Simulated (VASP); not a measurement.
# Mo (Im-3m) in VASP: notebook, part 2 of 3

VASP 6.6.1.

### 3 Relaxation of the atoms, PBE+D3(BJ)

INCAR reads:

```
  PREC = Accurate
  ENCUT = 600
  EDIFF = 1E-7
  ISMEAR = 1
  SIGMA = 0.1
  LREAL = F
  LASPH = T
  NELM = 80
  ALGO = Fast
  ISIF = 2
  LWAVE = F
  LCHARG = F
  GGA = PE
  IVDW = 12
  IBRION = 2
  NSW = 40
  EDIFFG = -0.01
```

KPOINTS reads:

```
regular mesh
0
Gamma
  16 16 16
```

POSCAR reads:

```
Mo                                      
1.0
   -1.5657546198      1.5657546198      1.5657546198
    1.5657546198     -1.5657546198      1.5657546198
    1.5657546198      1.5657546198     -1.5657546198
  Mo            
     1
Direct
     0.0000000000000000    0.0000000000000000    0.0000000000000000
```

Potentials or basis: VASP PAW PBE potentials, release 64 (Mo_sv).

On the command line:

```sh
$ cat potpaw_PBE.64/Mo_sv/POTCAR > POTCAR
$ mpirun -np 1 vasp_std > vasp.out
```

OUTCAR:

```text
PREC = Accurate
   ENCUT = 600
   EDIFF = 1E-7
   ISMEAR = 1
   LREAL = F
   LASPH = T
   NELM = 80
   ISIF = 2
   GGA = PE
   IVDW = 12
   IBRION = 2
   NSW = 40
   EDIFFG = -0.01
 IVDW          = 12

 ion  position               nearest neighbor table
   1  0.000  0.000  0.000-

  LATTYP: Found a body centered cubic cell.
 ALAT       =     3.1315092396

  Lattice vectors:

 A1 = (  -1.5657546198,   1.5657546198,   1.5657546198)
 A2 = (   1.5657546198,  -1.5657546198,   1.5657546198)
 A3 = (   1.5657546198,   1.5657546198,  -1.5657546198)

Analysis of symmetry for initial positions (statically):
=====================================================================
 Subroutine PRICEL returns:
 Original cell was already a primitive cell.

 Routine SETGRP: Setting up the symmetry group for a
 body centered cubic supercell.

 Subroutine GETGRP returns: Found 48 space group operations
 (whereof 48 operations were pure point group operations)
 out of a pool of 48 trial point group operations.

The static configuration has the point symmetry O_h .

Analysis of symmetry for dynamics (positions and initial velocities):
=====================================================================
 Subroutine PRICEL returns:
 Original cell was already a primitive cell.

 Routine SETGRP: Setting up the symmetry group for a
 body centered cubic supercell.

 Subroutine GETGRP returns: Found 48 space group operations
 (whereof 48 operations were pure point group operations)
 out of a pool of 48 trial point group operations.

The dynamic configuration has the point symmetry O_h .

 Subroutine INISYM returns: Found 48 space group operations
 (whereof 48 operations are pure point group operations),
 and found     1 'primitive' translations

----------------------------------------------------------------------------------------

                                     Primitive cell

  volume of cell :      15.3543

  direct lattice vectors                    reciprocal lattice vectors
    -1.565754620  1.565754620  1.565754620     0.000000000  0.319334839  0.319334839
     1.565754620 -1.565754620  1.565754620     0.319334839  0.000000000  0.319334839
     1.565754620  1.565754620 -1.565754620     0.319334839  0.319334839  0.000000000

  length of vectors
     2.711966554  2.711966554  2.711966554     0.451607661  0.451607661  0.451607661

  position of ions in fractional coordinates (direct lattice)
     0.000000000  0.000000000  0.000000000

  ion indices of the primitive-cell ions
   primitive index   ion index
                 1           1

----------------------------------------------------------------------------------------

 KPOINTS: regular mesh

Automatic generation of k-mesh.
 Grid dimensions read from file:
 generate k-points for:   16   16   16

 Generating k-lattice:

  Cartesian coordinates                     Fractional coordinates (reciprocal lattice)
     0.000000000  0.019958427  0.019958427     0.062500000  0.000000000  0.000000000
     0.019958427  0.000000000  0.019958427     0.000000000  0.062500000  0.000000000
     0.019958427  0.019958427  0.000000000     0.000000000  0.000000000  0.062500000

  Length of vectors
     0.028225479  0.028225479  0.028225479

  Shift w.r.t. Gamma in fractional coordinates (k-lattice)
     0.000000000  0.000000000  0.000000000

 Subroutine IBZKPT returns following result:
 ===========================================

 Found    145 irreducible k-points:

 Following reciprocal coordinates:
            Coordinates               Weight
  0.000000  0.000000  0.000000      1.000000
  0.062500  0.000000  0.000000     12.000000
  0.125000  0.000000  0.000000     12.000000
  0.187500  0.000000  0.000000     12.000000
  0.250000  0.000000  0.000000     12.000000
  0.312500  0.000000  0.000000     12.000000
[... 16 lines left out ...]
  0.187500  0.187500  0.000000     24.000000
  0.250000  0.187500  0.000000     48.000000
 [... further k-points ...]
   k-points           NKPTS =    145   k-points in BZ     NKDIM =    145   number of bands    NBANDS=     11
   number of dos      NEDOS =    301   number of ions     NIONS =      1
   total plane-waves  NPLWV =  13824
   dimension x,y,z NGX =    24 NGY =   24 NGZ =   24
   dimension x,y,z NGXF=    48 NGYF=   48 NGZF=   48
   ions per type =               1
   NGX,Y,Z   is equivalent  to a cutoff of  14.71, 14.71, 14.71 a.u.
   NGXF,Y,Z  is equivalent  to a cutoff of  29.42, 29.42, 29.42 a.u.
 SYSTEM =  unknown system
   PREC   = accura    normal or accurate (medium, high low for compatibility)
   ISTART =      0    job   : 0-new  1-cont  2-samecut
   ICHARG =      2    charge: 1-file 2-atom 10-const
   ISPIN  =      1    spin polarized calculation?
   LNONCOLLINEAR =      F non collinear calculations
   LSORBIT =      F    spin-orbit coupling
   LASPH  =      T    aspherical Exc in radial PAW
   ENCUT  =  600.0 eV  44.10 Ry    6.64 a.u.   5.42  5.42  5.42*2*pi/ulx,y,z
   NELM   =     80;   NELMIN=  2; NELMDL= -5     # of ELM steps
   EDIFF  = 0.1E-06   stopping-criterion for ELM
   LREAL  =      F    real-space projection
   EDIFFG = -.1E-01   stopping-criterion for IOM
   NSW    =     40    number of steps for IOM
   IBRION =      2    ionic relax: 0-MD 1-quasi-New 2-CG
   NFREE  =      1    steps in history (QN), initial steepest desc. (CG)
   ISIF   =      2    stress and relaxation
   ISYM   =      2    0-nonsym 1-usesym 2-fastsym
   POTIM  = 0.5000    time-step for ionic-motion
   TEBEG  =    0.0;   TEEND  =   0.0 temperature during run
   PSTRESS=    0.0 pullay stress
   NELECT =      14.0000    total number of electrons
   NUPDOWN=      -1.0000    fix difference up-down
   EMIN   =  10.00;   EMAX   =-10.00  energy-range for DOS
   EFERMI =   0.00;   METHOD = LEGACY
   ISMEAR =     1;   SIGMA  =   0.10  broadening in eV -4-tet -1-fermi 0-gaus
   EFERMI_NEDOS =   21; number of points for ismear=-14 and -15
   IALGO  =     68    algorithm
   IMIX   =      4    mixing-type and parameters
     AMIX     =   0.40;   BMIX     =  1.00
     AMIX_MAG =   1.60;   BMIX_MAG =  1.00
  volume/ion in A,a.u.               =      15.35       103.62
  Fermi-wavevector in a.u.,A,eV,Ry     =   1.587476  2.999894 34.287767  2.520080
  Thomas-Fermi vector in A             =   2.686628
   LORBIT       =      0    0 simple, 1 ext, 2 COOP (PROOUT), +10 PAW based schemes
   GGA     = PE    functional components
   LHFCALC =     F    Hartree Fock is set to
   AEXX    =    0.0000 exact exchange contribution
   IVDW    =    12    specifies the selected vdW correction
   LEPSILON=     F    determine dielectric tensor
   LRPA    =     F    only Hartree local field effects (RPA)
 conjugate gradient relaxation of ions
 non-spin polarized calculation
 RMM-DIIS sequential band-by-band and
 Methfessel and Paxton  Order N= 1 SIGMA  =   0.10
  energy-cutoff  :      600.00
  volume of cell :       15.35
 maximum number of plane-waves:       533
 NGX is ok and might be reduce to    24
   NGX = 11   NGY = 11   NGZ = 11

 number of electron      14.0000001 magnetization

 Free energy of the ion-electron system (eV)
  ---------------------------------------------------
  ext. energy  EPLUGINS =         0.00000000
  ---------------------------------------------------
  free energy    TOTEN  =       -10.92903990 eV

  energy without entropy =      -10.92955997  energy(sigma->0) =      -10.92921326

 E-fermi :  12.8995     XC(G=0): -13.4904

 val. band max:       12.8702049748   @ k =  -0.1875   0.1875   0.0625
 cond. band min:      12.9265680193   @ k =   0.3750   0.0000   0.0000
 fundamental gap:      0.0563630445
 Fermi energy:        12.8994947222

 k-point     1 :       0.0000    0.0000    0.0000
  band No.  band energies     occupation
      1     -48.3918      2.00000
      2     -21.6166      2.00000
      3     -21.6166      2.00000
      4     -21.6166      2.00000
      5       5.5903      2.00000
      6      11.4896      2.00000
      7      11.4896      2.00000
      8      11.4896      2.00000
      9      14.5818     -0.00000
     10      14.5818     -0.00000
     11      27.7423      0.00000
[... 309 lines left out ...]
 k-point    24 :       0.2500    0.1875    0.0000
  band No.  band energies     occupation
      1     -48.1406      2.00000
      2     -22.7791      2.00000
      3     -22.0979      2.00000
      4     -21.7453      2.00000
      5       8.6396      2.00000
      6       9.9010      2.00000
      7      11.0647      2.00000
      8      13.9983     -0.00000
      9      15.3717      0.00000
     10      17.6343      0.00000
     11      26.2951      0.00000

 [... further k-points ...]

------------------------ aborting loop because EDIFF is reached ----------------------------------------

 Edisp (eV)   -0.72733

 E8    (eV) :    -0.3428

  FORCE on cell =-STRESS in cart. coord.  units (eV):
  Direction    XX          YY          ZZ          XY          YZ          ZX
  --------------------------------------------------------------------------------------
  -------------------------------------------------------------------------------------
  Total       0.00334     0.00334     0.00334     0.00000     0.00000     0.00000
  in kB       0.34866     0.34866     0.34866     0.00000     0.00000     0.00000
  external pressure =        0.35 kB  Pullay stress =        0.00 kB

 VOLUME and BASIS-vectors are now :
 -----------------------------------------------------------------------------
  energy-cutoff  :      600.00
  volume of cell :       15.35
      direct lattice vectors                 reciprocal lattice vectors
    -1.565754620  1.565754620  1.565754620     0.000000000  0.319334839  0.319334839
     1.565754620 -1.565754620  1.565754620     0.319334839  0.000000000  0.319334839
     1.565754620  1.565754620 -1.565754620     0.319334839  0.319334839  0.000000000

 POSITION                                       TOTAL-FORCE (eV/Angst)
 -----------------------------------------------------------------------------------
      0.00000      0.00000      0.00000        -0.000000      0.000000     -0.000000
 -----------------------------------------------------------------------------------
    total drift:                                0.000000      0.000000     -0.000000

  FREE ENERGIE OF THE ION-ELECTRON SYSTEM (eV)
  ---------------------------------------------------
  free  energy   TOTEN  =       -11.6563670533 eV

  energy  without entropy=      -11.6568871234  energy(sigma->0) =      -11.65654041

 reached required accuracy - stopping structural energy minimisation
```

It took 20 s on 1 thread of Intel Xeon Platinum 8488C (Sapphire Rapids), shared host; peak memory 0.17 GiB.

Results:

```
Free energy                : -11.6564 eV
Pressure after relaxing    : 0.0 GPa
Band gap on the k mesh     : none (metal or under the smearing width)
Dispersion energy per atom : -0.727 eV
```

Final structure:
```
Mo
1.0
    -1.56575    1.56575    1.56575
     1.56575   -1.56575    1.56575
     1.56575    1.56575   -1.56575
Mo
1
Direct
  0.00000 0.00000 0.00000
```

Levels at points of the mesh, in eV from the Fermi level:
| k point | band 3 | band 4 | band 5 | band 6 | band 7 | band 8 | band 9 | band 10 | band 11 |
| --- | --- | --- | --- | --- | --- | --- | --- | --- | --- |
| (0.00, 0.00, 0.00) | -34.52 | -34.52 | -7.31 | -1.41 | -1.41 | -1.41 | 1.68 | 1.68 | 14.84 |
| (0.50, 0.00, 0.00) | -34.99 | -34.53 | -5.45 | -3.50 | 1.68 | 1.72 | 2.37 | 4.86 | 11.98 |
| (0.50, 0.50, 0.50) | -35.53 | -35.53 | -5.59 | -5.59 | 4.07 | 4.07 | 4.07 | 9.19 | 9.19 |

Caveat: the relaxation stopped at its first step, so nothing moved; pairwise dispersion overbinds metals, which lowers pressure and volume.

### 4 Relaxation of the atoms, PBE+D3(BJ) (a relaxed cell with its volume scaled by 1.02)

INCAR is that of step 3.

KPOINTS is that of step 3.

POSCAR reads:

```
Mo                                      
1.0
   -1.5761241579      1.5761241579      1.5761241579
    1.5761241579     -1.5761241579      1.5761241579
    1.5761241579      1.5761241579     -1.5761241579
  Mo            
     1
Direct
     0.0000000000000000    0.0000000000000000    0.0000000000000000
```

On the command line:

```sh
$ cat potpaw_PBE.64/Mo_sv/POTCAR > POTCAR
$ mpirun -np 1 vasp_std > vasp.out
```

Run time: 17 s. Hardware: 1 thread of Intel Xeon Platinum 8488C (Sapphire Rapids), shared host; peak memory 0.17 GiB.

It converged, with:

```yaml
Free_energy: -11.6516 eV
Pressure_after_relaxing: -5.3 GPa
Band_gap_on_the_k_mesh: none (metal or under the smearing width)
Dispersion_energy_per_atom: -0.712 eV
```

Final structure:
```cif
data_structure
_symmetry_space_group_name_H-M 'P 1'
_symmetry_Int_Tables_number 1
_cell_length_a 2.7299
_cell_length_b 2.7299
_cell_length_c 2.7299
_cell_angle_alpha 109.471
_cell_angle_beta 109.471
_cell_angle_gamma 109.471
_cell_volume 15.66
loop_
_atom_site_label
_atom_site_type_symbol
_atom_site_fract_x
_atom_site_fract_y
_atom_site_fract_z
_atom_site_occupancy
Mo1 Mo 0.00000 0.00000 0.00000 1
```

Levels at points of the mesh, in eV from the Fermi level:
| k point | band 3 | band 4 | band 5 | band 6 | band 7 | band 8 | band 9 | band 10 | band 11 |
| --- | --- | --- | --- | --- | --- | --- | --- | --- | --- |
| (0.00, 0.00, 0.00) | -34.55 | -34.55 | -7.24 | -1.36 | -1.36 | -1.36 | 1.65 | 1.65 | 14.82 |
| (0.50, 0.00, 0.00) | -35.00 | -34.56 | -5.32 | -3.40 | 1.61 | 1.68 | 2.31 | 4.73 | 11.95 |
| (0.50, 0.50, 0.50) | -35.51 | -35.51 | -5.43 | -5.43 | 3.97 | 3.97 | 3.97 | 9.04 | 9.04 |

Caveat: the relaxation stopped at its first step, so nothing moved; pairwise dispersion overbinds metals, which lowers pressure and volume.

(Part 2 of 3 ends here.)
